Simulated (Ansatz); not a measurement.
# W (W, simple cubic): the cost of one run

Method: DFT PBE, plane waves (420 eV) with PAW, scalar-relativistic, in Ansatz 0.2.0.

**1. The system as given**

Symmetry: Pm-3m, No. 221, cubic system. The conventional cell has a = 2.577 Å, b = 2.577 Å, c = 2.577 Å, α = 90.00°, β = 90.00°, γ = 90.00°. W (site symmetry m-3m) is surrounded by 6 W at 2.58 Å.

Coordinates:

```
CELL_PARAMETERS angstrom
2.57708 0.00000 0.00000
0.00000 2.57708 0.00000
0.00000 0.00000 2.57708
ATOMIC_POSITIONS crystal
W 0.00000 0.00000 0.00000
```

**2. Geometry optimisation**

input.yaml reads:

```yaml
crystal:
  lattice:
    - [2.5770789429, 0.0, 0.0]
    - [0.0, 2.5770789429, 0.0]
    - [0.0, 0.0, 2.5770789429]
  atoms:
    - { symbol: W, position: [0.0, 0.0, 0.0] }
hamiltonian:
  xc: pbe
  pseudopotentials:
    kind: paw
    azcp:
      W: "pseudopotentials/W.paw.azcp"
basis:
  ecutwfc: 420
  fft_grid_basis: typed
kpoints:
  mp_grid: { grid: [12, 12, 12], shift: [0, 0, 0] }
magnetization:
  spin_polarized: false
scf:
  occupations: { method: fermi_dirac, width: 0.1 }
relax:
  max_steps: 60
  f_tol: 0.01
  cell: {}
```

Q: Estimate wall time and peak memory on 1 thread of an x86-64 CPU, shared host.

About 9.2 s, with a peak of 0.47 GiB.
